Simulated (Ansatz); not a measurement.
# HfN: all-electron results

```
CELL_PARAMETERS angstrom
0.00000 2.25900 2.25900
2.25900 0.00000 2.25900
2.25900 2.25900 0.00000
ATOMIC_POSITIONS crystal
Hf 0.00000 0.00000 0.00000
N 0.50000 0.50000 0.50000
```

Atom numbers follow the list: Hf1, N2.

The conventional cell has a = 4.518 Å, b = 4.518 Å, c = 4.518 Å, α = 90.00°, β = 90.00°, γ = 90.00°. Around Hf (atom 1) lie 6 N at 2.26 Å. N (atom 2) has 6 Hf at 2.26 Å as nearest neighbours.

The geometry is COD entry 1539063, unchecked; take it as a test cell.

Spin polarisation is left out, and whether a magnetic state lies lower isn't shown here.

No spin–orbit coupling, which matters for the heavy atoms here.

Methods: DFT, PBEsol, all-electron LAPW, scalar-relativistic (Ansatz 0.2.0); DFT, PBEsol, PAW with Ansatz's default frozen-core files, scalar-relativistic (Ansatz 0.2.0).

For LAPW: a Γ-centred 10×10×10 k mesh, Fermi–Dirac smearing of 0.01 eV, basis error target 0.5 meV/atom, no spin polarisation. PAW takes a cutoff of 420 eV at this cell (files made with PBE, cores remade for this functional). The Ansatz runs share mesh, smearing and spin set-up. Values come from LAPW unless marked.

```json
{"Pressure at this cell": "-2.96 GPa", "Band gap": "none: with an odd electron count and no spin polarisation the bands can't all be full, a metal in this set-up (spin order or a larger cell could open a gap)", "Density of states at the Fermi level (0.2 eV bin)": "0.65 states/eV per cell", "Löwdin charges (with 0.05 e of the cell spilling out of the atomic basis, so their sizes and signs hang on that basis)": "Hf1 0.71, N2 -0.65 e", "Bader charges (from the PAW run)": "Hf1 +1.90, N2 -1.90 e", "Volume per atom": "11.53 Å³"}
```
